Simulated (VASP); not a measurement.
# MoSe2 (P6_3/mmc) in VASP: settings compared, part 2 of 2

VASP 6.6.1.

### 3 Relaxation of cell and atoms, PBE+D3(BJ)

This run uses another cell than the first one, of 20.13 Å³/atom, 1.035 times its volume.

The input, INCAR:

```
ALGO = Normal ; EDIFF = 1E-6
EDIFFG = -0.01 ; ENCUT = 600
GGA = PE ; IBRION = 2
ISIF = 3 ; ISMEAR = 0
IVDW = 12 ; KPAR = 4
LASPH = T ; LCHARG = F
LREAL = F ; LWAVE = F
NELM = 80 ; NSW = 90
PREC = Accurate ; SIGMA = 0.03
```

The input, KPOINTS:

```
k-points
0
Gamma
  9 9 2
```

The input, POSCAR:

```
MoSe2
1.0
    3.2880000000      0.0000000000      0.0000000000
   -1.6440000000      2.8474915276      0.0000000000
    0.0000000000      0.0000000000     12.9000000000
Mo Se
2 4
Direct
    0.3333333333      0.6666666667      0.2500000000
    0.6666666667      0.3333333333      0.7500000000
    0.3333333333      0.6666666667      0.6250000000
    0.6666666667      0.3333333333      0.1250000000
    0.3333333333      0.6666666667      0.8750000000
    0.6666666667      0.3333333333      0.3750000000
```

Potentials or basis: VASP PAW PBE potentials, release 64 (Mo_sv, Se).

Launch:

```bash
> cat potpaw_PBE.64/Mo_sv/POTCAR potpaw_PBE.64/Se/POTCAR > POTCAR
> mpirun -np 4 vasp_std > vasp.out
```

OUTCAR:

```text
EDIFF = 1E-6
   EDIFFG = -0.01
   ENCUT = 600
   GGA = PE
   IBRION = 2
   ISIF = 3
   ISMEAR = 0
   IVDW = 12
   LASPH = T
   LREAL = F
   NELM = 80
   NSW = 90
   PREC = Accurate
 IVDW          = 12

 ion  position               nearest neighbor table
   1  0.333  0.667  0.250-   4 2.49   6 2.49   4 2.49   6 2.49   4 2.49   6 2.49
   2  0.667  0.333  0.750-   3 2.49   5 2.49   3 2.49   5 2.49   3 2.49   5 2.49
   3  0.333  0.667  0.625-   2 2.49   2 2.49   2 2.49
   4  0.667  0.333  0.125-   1 2.49   1 2.49   1 2.49
   5  0.333  0.667  0.875-   2 2.49   2 2.49   2 2.49
   6  0.667  0.333  0.375-   1 2.49   1 2.49   1 2.49

  LATTYP: Found a hexagonal cell.
 ALAT       =     3.2880000000
 C/A-ratio  =     3.9233576642

  Lattice vectors:

 A1 = (   3.2880000000,   0.0000000000,   0.0000000000)
 A2 = (  -1.6440000000,   2.8474915276,   0.0000000000)
 A3 = (   0.0000000000,   0.0000000000,  12.9000000000)

[... 317 lines left out ...]

--------------------------------------- Ionic step       12  -------------------------------------------

 number of electron      52.0000002 magnetization

------------------------ aborting loop because EDIFF is reached ----------------------------------------
[... 83 lines left out ...]
--------------------------------------- Ionic step       14  -------------------------------------------

 number of electron      52.0000002 magnetization

 Free energy of the ion-electron system (eV)
  ---------------------------------------------------
  ext. energy  EPLUGINS =         0.00000000
  ---------------------------------------------------
  free energy    TOTEN  =       -39.81140704 eV

  energy without entropy =      -39.81140704  energy(sigma->0) =      -39.81140704

 E-fermi :   6.9794     XC(G=0): -10.8318

 val. band max:        6.7250385893   @ k =   0.0000   0.0000   0.0000
 cond. band min:       7.5672989215   @ k =   0.2222   0.1111   0.0000
 fundamental gap:      0.8422603322
 Fermi energy:         6.9793555281

 k-point     1 :       0.0000    0.0000    0.0000
  band No.  band energies     occupation
      1     -54.4806      2.00000
      2     -54.4806      2.00000
      3     -28.6511      2.00000
      4     -28.6510      2.00000
      5     -28.4536      2.00000
      6     -28.4536      2.00000
[... 842 lines left out ...]
  FREE ENERGIE OF THE ION-ELECTRON SYSTEM (eV)
  ---------------------------------------------------
  free  energy   TOTEN  =       -42.6851719021 eV

  energy  without entropy=      -42.6851719021  energy(sigma->0) =      -42.68517190

 reached required accuracy - stopping structural energy minimisation
```

OSZICAR:

```text
N       E                     dE             d eps       ncg     rms          rms(c)
DAV:   1     0.484851910794E+03    0.48485E+03   -0.31291E+04  1680   0.176E+03
[... 139 lines left out ...]
DAV:   2    -0.398140201788E+02    0.57086E-02   -0.64677E-02  1677   0.149E+00    0.282E-01
DAV:   3    -0.398119085869E+02    0.21116E-02   -0.22272E-02  1621   0.614E-01    0.189E-01
DAV:   4    -0.398113944364E+02    0.51415E-03   -0.25866E-03  1622   0.300E-01    0.385E-02
DAV:   5    -0.398114034243E+02   -0.89879E-05   -0.36309E-04  1962   0.992E-02    0.509E-02
DAV:   6    -0.398114059905E+02   -0.25662E-05   -0.66601E-05  1725   0.415E-02    0.100E-02
DAV:   7    -0.398114071325E+02   -0.11421E-05   -0.10201E-05  1809   0.201E-02    0.435E-03
DAV:   8    -0.398114070364E+02    0.96187E-07   -0.83092E-07  1003   0.537E-03
  14 F= -.42685172E+02 E0= -.42685172E+02  d E =-.523647E-04
```

CONTCAR:

```text
MoSe2
   1.00000000000000
     3.2786626284708835   -0.0000000000000000   -0.0000000000000000
    -1.6393313142354418    2.8394051266516165    0.0000000000000000
    -0.0000000000000000   -0.0000000000000000   12.7250115929535905
  Mo              Se
     2     4
Direct
     0.3333333332999970    0.6666666667000030    0.2500000000000000
     0.6666666667000030    0.3333333332999970    0.7500000000000000
     0.3333333332999970    0.6666666667000030    0.6183309793776686
     0.6666666667000030    0.3333333332999970    0.1183309793776689
     0.3333333332999970    0.6666666667000030    0.8816690206223313
     0.6666666667000030    0.3333333332999970    0.3816690206223311

  0.00000000E+00  0.00000000E+00  0.00000000E+00
  0.00000000E+00  0.00000000E+00  0.00000000E+00
  0.00000000E+00  0.00000000E+00  0.00000000E+00
  0.00000000E+00  0.00000000E+00  0.00000000E+00
  0.00000000E+00  0.00000000E+00  0.00000000E+00
  0.00000000E+00  0.00000000E+00  0.00000000E+00
```

Wall time 11 min (4 MPI ranks of Intel Xeon Platinum 8488C (Sapphire Rapids), shared host); peak memory 0.34 GiB.

Results:

```yaml
Free_energy: -42.6852 eV
Relaxed_volume: 19.74 Å³/atom
Relaxed_cell: a = 3.279 Å, b = 3.279 Å, c = 12.725 Å, α = 90.00°, β = 90.00°, γ = 120.00°
Space_group_after_relaxing_to_0.05_Å: P6_3/mmc (No. 194)
Energy_gained_by_relaxing: 24.1 meV/atom
Ionic_steps: 14
Pressure_after_relaxing: 0.0 GPa
Band_gap_on_the_k_mesh: 0.84 eV, indirect (least direct gap 1.46 eV)
Dispersion_energy_per_atom: -0.479 eV
```

The path:
| step | energy change (eV) | largest force (eV/Å) | pressure (GPa) | volume (Å³) |
| --- | --- | --- | --- | --- |
| 1 | 0.0000 | 1.1441 | 4.52 | 120.78 |
| 2 | 0.2308 | 1.2853 | -9.26 | 130.92 |
| 3 | -0.1073 | 0.1481 | -1.23 | 124.27 |
| 4 | -0.1075 | 0.1809 | -1.04 | 124.14 |
| 5 | -0.1225 | 0.1168 | -0.28 | 122.48 |
| 6 | -0.1232 | 0.0997 | -0.06 | 122.02 |
| 7 | -0.1275 | 0.0908 | -0.06 | 121.61 |
| 8 | -0.1379 | 0.0632 | -0.04 | 120.35 |
| 9 | -0.1435 | 0.0013 | 0.20 | 117.83 |
| 10 | -0.1443 | 0.0241 | 0.12 | 118.56 |
| 11 | -0.1444 | 0.0212 | 0.12 | 118.46 |
| 12 | -0.1443 | 0.0191 | 0.13 | 118.39 |
| 13 | -0.1425 | 0.1161 | -0.76 | 118.94 |
| 14 | -0.1444 | 0.0004 | 0.01 | 118.46 |

Final structure:
```
Mo Se
1.0
     3.27866    0.00000    0.00000
    -1.63933    2.83941    0.00000
     0.00000    0.00000   12.72501
Mo Se
2 4
Direct
  0.33333 0.66667 0.25000
  0.66667 0.33333 0.75000
  0.33333 0.66667 0.61833
  0.66667 0.33333 0.11833
  0.33333 0.66667 0.88167
  0.66667 0.33333 0.38167
```

Caveat: an odd mesh through Γ misses points on the zone boundary, where band edges often lie.

### 4 Relaxation of cell and atoms, PBE+D3(BJ)

This run uses another cell than the first one, of 19.74 Å³/atom, 1.015 times its volume.

INCAR: that of step 3 with these lines changed.

```diff
@@ -1,3 +1,3 @@
-ALGO = Normal ; EDIFF = 1E-6
-EDIFFG = -0.01 ; ENCUT = 600
+ALGO = Normal ; EDIFF = 1E-7
+EDIFFG = -0.005 ; ENCUT = 600
 GGA = PE ; IBRION = 2
```

KPOINTS is that of step 3.

The input, POSCAR:

```
MoSe2                                   
1.0
    3.2786626285     -0.0000000000     -0.0000000000
   -1.6393313142      2.8394051267      0.0000000000
   -0.0000000000     -0.0000000000     12.7250115930
  Mo              Se            
     2     4
Direct
     0.3333333332999970    0.6666666667000030    0.2500000000000000
     0.6666666667000030    0.3333333332999970    0.7500000000000000
     0.3333333332999970    0.6666666667000030    0.6183309793776686
     0.6666666667000030    0.3333333332999970    0.1183309793776689
     0.3333333332999970    0.6666666667000030    0.8816690206223313
     0.6666666667000030    0.3333333332999970    0.3816690206223311
```

Launch:

```bash
> cat potpaw_PBE.64/Mo_sv/POTCAR potpaw_PBE.64/Se/POTCAR > POTCAR
> mpirun -np 4 vasp_std > vasp.out
```

Run time: 85 s. Hardware: 4 MPI ranks of Intel Xeon Platinum 8488C (Sapphire Rapids), shared host; peak memory 0.31 GiB.

It converged, with:

* Free energy: -42.6844 eV
* Pressure after relaxing: 0.0 GPa
* Band gap on the k mesh: 0.84 eV, indirect (least direct gap 1.46 eV)
* Dispersion energy per atom: -0.479 eV

Final structure:
```
CELL_PARAMETERS angstrom
3.27866 0.00000 0.00000
-1.63933 2.83941 0.00000
0.00000 0.00000 12.72501
ATOMIC_POSITIONS crystal
Mo 0.33333 0.66667 0.25000
Mo 0.66667 0.33333 0.75000
Se 0.33333 0.66667 0.61833
Se 0.66667 0.33333 0.11833
Se 0.33333 0.66667 0.88167
Se 0.66667 0.33333 0.38167
```

Levels at points of the mesh, in eV from the valence-band top:
```
           k point  band 22  band 23  band 24  band 25  band 26  band 27  band 28  band 29  band 30  band 31
(0.00, 0.00, 0.00)    -1.48    -1.48    -1.19    -0.67     0.00     2.46     2.47     2.54     2.56     2.60
(0.00, 0.00, 0.50)    -1.51    -1.51    -1.51    -0.16    -0.16     2.47     2.47     2.47     2.47     2.75
```

Caveat: the relaxation stopped at its first step, so nothing moved; an odd mesh through Γ misses points on the zone boundary, where band edges often lie.
